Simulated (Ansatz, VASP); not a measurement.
# Two plane-wave programs on Au

```
Au
1.0
    -1.59358    1.59358    1.59358
     1.59358   -1.59358    1.59358
     1.59358    1.59358   -1.59358
Au
1
Cartesian
  0.0000 0.0000 0.0000
```

Alike in both runs: functional LDA; k mesh 12 × 12 × 12; occupations methfessel-paxton of order 1, width 0.05 eV; no spin polarisation.

Ansatz relaxed the structure, and its values are those at the end. VASP's run is a single point on that final structure, the one shown.

```csv
,VASP,Ansatz
version,VASP 6.6.1,Ansatz 0.2.0
potentials or method,"VASP PAW LDA potentials, release 64 (Au)","plane waves, PAW"
plane-wave cutoff (eV),520,420
valence electrons in the cell,11,19
```

```csv
,VASP,Ansatz,Ansatz less VASP
pressure (GPa),5.5,5.0,-0.54
```

The two sets of potentials don't hold the same shells in valence.

Spin-orbit coupling is left out, which matters for the levels of Au.
